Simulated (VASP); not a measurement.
AlP, 2 atoms in the cell. Symmetry: F-43m, No. 216, cubic system. Conventional cell: a = 5.451 Å, b = 5.451 Å, c = 5.451 Å, α = 90.00°, β = 90.00°, γ = 90.00°. Al (site symmetry -43m) is surrounded by 4 P at 2.36 Å. P (site symmetry -43m) has 4 Al at 2.36 Å as nearest neighbours. 

- Program: VASP 6.6.1
- Task: single point
- Functional: PBE
- Potentials or basis: VASP PAW PBE potentials, release 64 (Al, P)
- Cutoff: 520 eV
- k mesh: 9 × 9 × 9
- Occupations: fermi-dirac, width 0.02 eV
- Spin: no spin polarisation
- Dipole correction: no
- Further INCAR settings: ALGO = Fast; EDIFF = 1e-07; NBANDS = 11

Potentials or basis: VASP PAW PBE potentials, release 64 (Al, P).

Command:

```sh
$ cat potpaw_PBE.64/Al/POTCAR potpaw_PBE.64/P/POTCAR > POTCAR
$ mpirun -np 1 vasp_std > vasp.out
```

Hardware: 1 thread of AMD EPYC 9R45 96-Core Processor (Zen 5) (shared host).

**Question.** Estimate the wall time of this run.

**Answer.** It took 12 s on 1 thread of AMD EPYC 9R45 96-Core Processor (Zen 5) (shared host), peak memory 0.13 GiB. Counts: scf iterations 15, k points 35.
